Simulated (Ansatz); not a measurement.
## Rigid cleavage in NbP

All numbers below come from DFT PBE, scalar-relativistic, plane waves, PAW in Ansatz. The runs took a 420 eV cutoff, a Γ-centred 14×14×4 mesh and Gaussian smearing (0.15 eV). No spin polarisation. Energies are free energies at this smearing, counted from the undisturbed cell; pressure is positive in compression.

Reference structure (relaxed at this level; it needn't be the usual structure):

```
CELL_PARAMETERS angstrom
-3.34705 0.00000 0.00000
0.00000 -3.34705 0.00000
0.00000 0.00000 11.42796
ATOMIC_POSITIONS crystal
Nb 0.00000 0.00000 0.58373
Nb 0.50000 0.50000 0.08373
Nb 0.50000 0.00000 0.33373
Nb 0.00000 0.50000 0.83373
P 0.50000 0.50000 0.66629
P 0.00000 0.00000 0.16629
P 0.00000 0.50000 0.41629
P 0.50000 0.00000 0.91629
```

The cut lies on the cell's a–b face, a (0 0 1) plane (indices in the standard cell, whose axes needn't be the Cartesian ones shown) of area 11.20 Å², between layers 1.91 Å apart. Vector c is lengthened by d along the normal with the atoms' Cartesian places fixed: one unrelaxed cut a cell. The cell is metallic on the mesh throughout.

| d (Å) | energy (J/m²) | traction dE/dd (GPa) |
| --- | --- | --- |
| 0.00 | 0.00 | 0.0 |
| 0.50 | 1.05 | 31.2 |
| 1.00 | 2.54 | 26.0 |
| 2.00 | 4.09 | 7.2 |
| 3.00 | 4.44 | 1.3 |
| 6.00 | 4.53 | 0.0 |

Cost: 6 runs of about 10 core-minutes in all, on Arm Neoverse V2 (shared hosts).